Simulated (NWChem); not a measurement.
**C4H6 (Bicyclo[1.1.0]butane) at 6 levels**

We compute a comparison of 6 runs (HF/STO-3G, HF/3-21G, B3LYP/6-31G*, B3LYP/cc-pVDZ, M06-2X/cc-pVDZ, PBE0/cc-pVDZ) of C4H6 (Bicyclo[1.1.0]butane). 

Program for the calculation: NWChem 7.3.0.

25 further runs of the same task are left out: 25 set aside as unsound or not needed.

## (1) The molecule

C4H6 has 10 atoms, charge 0, and is taken as a singlet. SMILES: `C1C2CC12`. The C1–H5 distance was set to 1.955 Å, away from the relaxed value. At this shape a bond of the SMILES string is far longer than usual.

Bond lengths: C1–C2 1.489 Å, C2–C3 1.489 Å, C1–C4 1.489 Å, C2–C4 1.478 Å, C3–C4 1.489 Å, C1–H6 1.091 Å, C2–H7 1.078 Å, C3–H8 1.091 Å, C3–H9 1.086 Å, C4–H10 1.078 Å. Some angles: C1–C2–C3 98.3°, C1–C2–C4 60.3°, C3–C2–C4 60.3°, C2–C1–C4 59.5°, C2–C3–C4 59.5°, C1–C4–C2 60.3°, C1–C4–C3 98.3°, C2–C4–C3 60.3°, C1–C2–H7 130.1°, C3–C2–H7 130.1°.

## (2) The energy at HF/STO-3G (run 1)

Contents of a.nw:

```
echo
START a
TITLE "C4H6"
memory stack 880 mb heap 220 mb global 1100 mb
charge 0
GEOMETRY noautosym nocenter noautoz
C    -0.435736    0.621911    0.304974
C    -0.415456   -0.857899    0.471444
C     0.298944   -0.918659    1.776774
C     0.826914   -0.081579    0.663884
H    -0.581140    1.306650   -1.520300
H    -0.934436    1.233231    1.058364
H    -0.636166   -1.639649   -0.236666
H    -0.142086   -0.428249    2.645684
H     0.836594   -1.835099    2.001684
H     1.764184   -0.139629    0.135264
END
BASIS spherical bse
C library STO-3G
H library STO-3G
END
SCF
thresh 1e-08
maxiter 80
END
TASK scf energy
```

Launch:

```bash
$ nwchem a.nw > a.out
```

What it wrote:

```text
[...]
  functions       =    26
[...]
  wavefunction    = RHF
[...]
         Total SCF energy =   -152.778708097897
      One-electron energy =   -432.790356894839
      Two-electron energy =    165.464557684918
 Nuclear repulsion energy =    114.547091112024
        Time for solution =      1.3s
[...]
```

Wall time 1.9 s (1 thread of AMD EPYC 7B13 (Zen 3), shared host); peak memory 0.098 GiB.

## (3) The energy at HF/3-21G (run 2)

Contents of run.py:

```python
from ase import Atoms
from ase.calculators.nwchem import NWChem

atoms = Atoms(['C', 'C', 'C', 'C', 'H', 'H', 'H', 'H', 'H', 'H'], positions=[
    [-0.435736, 0.621911, 0.304974],
    [-0.415456, -0.857899, 0.471444],
    [0.298944, -0.918659, 1.776774],
    [0.826914, -0.081579, 0.663884],
    [-0.581140, 1.306650, -1.520300],
    [-0.934436, 1.233231, 1.058364],
    [-0.636166, -1.639649, -0.236666],
    [-0.142086, -0.428249, 2.645684],
    [0.836594, -1.835099, 2.001684],
    [1.764184, -0.139629, 0.135264],
])

calc = NWChem(
    label='sp',
    theory='scf',
    memory='2200 mb',
    basis='3-21G',
    basispar='spherical bse',
    scf={'nopen': '0', 'rhf': None, 'thresh': '1e-08', 'maxiter': '80'},
    task='energy',
)
atoms.calc = calc

print("Total energy (eV):", round(atoms.get_potential_energy(), 6))
print("dipole (e A):", atoms.get_dipole_moment().round(4))
```

Launch:

```bash
$ export ASE_NWCHEM_COMMAND="nwchem PREFIX.nwi > PREFIX.nwo"
$ python run.py
```

What it wrote:

```text
Total energy (eV): -4185.966945
dipole (e A): [ 0.1266 -0.2213  0.0756]
```

The calculator wrote sp.nwi:

```
title "sp"

permanent_dir sp

scratch_dir sp

start sp

geometry units angstrom nocenter noautosym noautoz
  C  -4.3573600000000001e-01 6.2191099999999999e-01 3.0497400000000002e-01
  C  -4.1545599999999999e-01 -8.5789899999999997e-01 4.7144399999999997e-01
  C  2.9894399999999999e-01 -9.1865900000000000e-01 1.7767740000000001e+00
  C  8.2691400000000004e-01 -8.1578999999999999e-02 6.6388400000000003e-01
  H  -5.8113999999999999e-01 1.3066500000000001e+00 -1.5203000000000000e+00
  H  -9.3443600000000004e-01 1.2332310000000000e+00 1.0583640000000001e+00
  H  -6.3616600000000001e-01 -1.6396489999999999e+00 -2.3666599999999999e-01
  H  -1.4208599999999999e-01 -4.2824899999999999e-01 2.6456840000000001e+00
  H  8.3659399999999995e-01 -1.8350990000000000e+00 2.0016840000000000e+00
  H  1.7641840000000000e+00 -1.3962900000000000e-01 1.3526400000000000e-01
end

memory 2200 mb

basis spherical bse noprint
   * library 3-21G
end

scf
  nopen 0
  rhf
  thresh 1e-08
  maxiter 80
end

task scf energy
```

sp.nwo:

```text
Northwest Computational Chemistry Package (NWChem) 7.3.0
             --------------------------------------------------------

           Job information
           ---------------

    nwchem branch   = 7.3.0
    use scalapack   = T
    input           = sp.nwi
    prefix          = sp.
    data base       = sp/sp.db
    status          = startup
    nproc           =        1

           Memory information
           ------------------

    heap     =     72089600 doubles =      550.0 Mbytes
    stack    =     72089597 doubles =      550.0 Mbytes
    global   =    144179200 doubles =     1100.0 Mbytes (distinct from heap & stack)
    total    =    288358397 doubles =     2200.0 Mbytes
    verify   = yes
    hardfail = no

           Directory information
           ---------------------

  0 permanent = sp
  0 scratch   = sp

                                NWChem Input Module
                                -------------------

                                        sp
                                        --

[... 129 lines left out ...]
 Convergence threshold     :          1.000E-08
[... 12 lines left out ...]
       Final RHF  results
[... 3 lines left out ...]
      One-electron energy =   -432.402437773769
[... 1 line left out ...]
 Nuclear repulsion energy =    114.547091112024
[... 33 lines left out ...]
                       ROHF Final Molecular Orbital Analysis
[... 171 lines left out ...]
 center of mass
 --------------
 x =   0.12605914 y =  -0.57164259 z =   1.49371600

 moments of inertia (a.u.)
 ------------------
         200.367277409956          16.422849206625         -27.716886645644
          16.422849206625         166.733841521679          53.743503110857
         -27.716886645644          53.743503110857         168.459950630082

  Mulliken analysis of the total density
  --------------------------------------

    Atom       Charge   Shell Charges
 -----------   ------   -------------------------------------------------------
    1 C    6     6.12   1.99  0.36  1.45  1.04  1.27
    2 C    6     6.35   1.99  0.35  1.64  1.10  1.26
    3 C    6     6.34   1.99  0.36  1.62  1.05  1.33
[... 6 lines of this table left out ...]
   10 H    1     0.76   0.46  0.29

       Multipole analysis of the density wrt the origin
       ------------------------------------------------

     L   x y z        total         open         nuclear
     -   - - -        -----         ----         -------
     0   0 0 0     -0.000000      0.000000     30.000000

     1   1 0 0      0.239173      0.000000      3.694312
[... 8 lines of this table left out ...]
     2   0 0 2    -18.757414      0.000000    135.663857

 Task  times  cpu:        1.5s     wall:        1.5s
 Total times  cpu:        1.5s     wall:        1.5s
```

It took 2.7 s on 1 thread of AMD EPYC 7B13 (Zen 3), shared host; peak memory 0.098 GiB.

Runs 3 to 5 aren't shown in full; the table further down has their settings and results.

## (4) A single-point energy at PBE0/cc-pVDZ (run 6)

Contents of test.nw:

```
START test
TITLE "C4H6 PBE0"
memory total 2200 mb

GEOMETRY units angstroms noautosym nocenter noautoz
  C     -0.435736     0.621911     0.304974
  C     -0.415456    -0.857899     0.471444
  C      0.298944    -0.918659     1.776774
  C      0.826914    -0.081579     0.663884
  H     -0.581140     1.306650    -1.520300
  H     -0.934436     1.233231     1.058364
  H     -0.636166    -1.639649    -0.236666
  H     -0.142086    -0.428249     2.645684
  H      0.836594    -1.835099     2.001684
  H      1.764184    -0.139629     0.135264
END

BASIS spherical bse
  * library cc-pVDZ
END

DFT
  xc pbe0
  grid xfine
  convergence energy 1e-08
  iterations 100
  mulliken
END

TASK dft energy
```

Launch:

```bash
$ nwchem test.nw > test.out
```

What it wrote:

```text
[...]
          Wavefunction type:  closed shell.
          No. of atoms     :    10
          No. of electrons :    30
[...]
          Charge           :     0
          Spin multiplicity:     1
[...]
          AO basis - number of functions:    86
[...]
              XC Information
              --------------
                         PBE0 Method XC Functional
                     Hartree-Fock (Exact) Exchange  0.250
          PerdewBurkeErnzerhof Exchange Functional  0.750
            Perdew 1991 LDA Correlation Functional  1.000 local
           PerdewBurkeErnz. Correlation Functional  1.000 non-local
[...]
 d= 0,ls=0.0,diis     1   -155.6050011810 -2.70D+02  5.84D-03  2.58D-01     6.1
[...]
 d= 0,ls=0.0,diis     8   -155.6415936217  1.64D-09  2.87D-06  9.30D-08    46.2
         Total DFT energy =     -155.641593621718
      One electron energy =     -434.377929294591
           Coulomb energy =      187.782291040622
    Exchange-Corr. energy =      -23.593046479773
 Nuclear repulsion energy =      114.547091112024
[...]
      Total Density - Mulliken Population Analysis
     ---------------------------------------------
    Atom       Charge   Shell Charges
 -----------   ------   -------------------------------------------------------
    1 C    6     6.06   2.01  0.67  0.52  1.92  0.87  0.07
    2 C    6     6.08   2.01  0.64  0.53  2.10  0.70  0.09
    3 C    6     5.97   2.01  0.65  0.37  2.09  0.76  0.07
    4 C    6     6.08   2.01  0.64  0.53  2.10  0.70  0.09
    5 H    1     1.02   0.51  0.52  0.00
    6 H    1     0.94   0.74  0.17  0.03
    7 H    1     0.97   0.74  0.20  0.03
    8 H    1     0.96   0.75  0.18  0.03
    9 H    1     0.95   0.75  0.17  0.03
   10 H    1     0.97   0.74  0.20  0.03
[...]
```

Wall time 47 s (1 thread of AMD EPYC 7B13 (Zen 3), shared host); peak memory 0.14 GiB.

## (5) All runs side by side

```csv
run,level,iteration cap,module,energy (Eh),dipole moment (D),HOMO energy (eV),LUMO energy (eV),wall time
1,HF/STO-3G,80,scf,-152.778708,0.64,-7.94,5.50,1.9 s
2,HF/3-21G,80,scf,-153.831449,1.28,-9.71,2.58,2.7 s
3,B3LYP/6-31G* (spherical functions),100,dft,-155.818209,1.33,-6.77,-1.62,24 s
4,B3LYP/cc-pVDZ,100,dft,-155.828738,1.32,–,–,50 s
5,M06-2X/cc-pVDZ,100,dft,-155.758608,1.22,-8.19,-0.71,58 s
6,PBE0/cc-pVDZ,100,dft,-155.641594,1.27,-7.12,-1.61,47 s
```

## (6) Results

```
            quantity          value
 run 6: total energy  -155.64159 Eh
run 6: dipole moment         1.27 D
  run 6: HOMO energy       -7.12 eV
  run 6: LUMO energy       -1.61 eV
run 6: HOMO–LUMO gap        5.51 eV
```

What this shows: The dipole moment (its size) runs from 0.64 D (HF/STO-3G) to 1.33 D (B3LYP/6-31G*). The two ends differ in method and basis. Over runs 1, 2, 3, 5, 6 the HOMO–LUMO gap runs from 5.15 eV (B3LYP/6-31G*) to 13.44 eV (HF/STO-3G). Totals of different functionals can't be ranked against each other. In run 1 the basis is minimal, so the values are rough. In all runs a closed-shell determinant meets a far-stretched bond; if it breaks into open shells, such a determinant describes it badly, and no broken-symmetry solution was shown. All runs together took 3.1 min, the longest 58 s.
